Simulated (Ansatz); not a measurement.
The system is CuO.

```
Cu O
1.0
     2.87950    0.00000    0.00000
     0.03907    2.87928    0.00000
     0.01750    0.01724    5.17634
Cu O
2 2
Direct
  0.00000 0.50000 0.00000
  0.50000 0.00000 0.50000
  0.99842 0.00167 0.74989
  0.00158 0.99833 0.25011
```

The cell comes from a database or a generator and needn't be the stable form of this composition.

```yaml
Program: Ansatz 0.2.0
Task: relaxation of cell and atoms
Functional: revPBE
Potentials_or_basis: Ansatz PAW
Cutoff: "420 eV (not typed: the program's choice for these potentials)"
k_mesh: 9 × 9 × 5
Occupations: fermi-dirac, width 0.05 eV
Spin: no spin polarisation
```

At the start: volume 10.73 Å³/atom.

Task: Where does the relaxation end?

Result: It ends after 9 steps and the volume is 11.49 Å³/atom (+7.1 %); space group P4_2/mmc (No. 131, to 0.05 Å).

The path:
```csv
step,energy change (eV),largest force (eV/Å),volume (Å³)
1,0.0000,0.0111,42.92
2,-0.0596,0.0080,44.34
3,-0.0749,0.0044,45.65
4,-0.0747,0.0031,45.76
5,-0.0747,0.0024,45.77
6,-0.0899,0.0024,45.77
7,-0.0897,0.0005,45.95
8,-0.0896,0.0001,45.97
9,-0.0904,0.0001,45.97
```

Final structure:
```
Cu O
1.0
     2.97905   -0.01681   -0.00435
     0.02362    2.97908   -0.00434
     0.01018    0.01005    5.17995
Cu O
2 2
Direct
  0.00000 0.50000 0.00000
  0.50000 0.00000 0.50000
  0.99984 0.00016 0.75000
  0.00016 0.99984 0.25000
```

Caveat: the plane-wave basis is chosen anew once the cell has moved, so the energies of steps on either side of that aren't comparable; the pressure holds a Pulay correction of +0.6 GPa for the finite cutoff; the run has no spin polarisation, though such a crystal can be magnetic; the PAW data sets come from PBE, with cores solved anew for the run's functional, which leaves a small shift of forces and pressure.
